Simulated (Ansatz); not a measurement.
## Re in Ansatz: the effect of target pressure

Re:

```
Re
1.0
     2.76639    0.00000    0.00000
    -1.38319    2.39576    0.00000
     0.00000    0.00000    8.93885
Re
4
Direct
  0.66667 0.33333 0.75000
  0.00000 0.00000 0.50000
  0.33333 0.66667 0.25000
  0.00000 0.00000 0.00000
```

Alike in all runs:

```yaml
Program: Ansatz 0.2.0
Task: relaxation of cell and atoms
Functional: PBEsol
Potentials_or_basis: Ansatz PAW
Cutoff: "420 eV (not typed: the program's choice for these potentials)"
k_mesh: 11 × 11 × 3
Occupations: fermi-dirac, width 0.05 eV
Spin: no spin polarisation
```

Each run relaxes the cell or the atoms first.

```tsv
target pressure	relaxed volume (Å³/atom)
0 GPa	14.55
2 GPa	14.47
5 GPa	14.37
10 GPa	?
20 GPa	13.89
30 GPa	13.61
```

What does the run with target pressure 10 GPa give?

Relaxed volume 14.20 Å³/atom.

Worked out: In Murnaghan's law V^(-B') rises as a straight line in P. The other rows fit best with B' = 3.4, V0 = 14.55 Å³/atom and B0 = 401 GPa, which gives 14.20 Å³/atom at 10 GPa, against the run's 14.20.

Caveats: the plane-wave basis is chosen anew once the cell has moved, so the energies of steps on either side of that aren't comparable; the PAW data sets come from PBE, with cores solved anew for the run's functional, which leaves a small shift of forces and pressure.
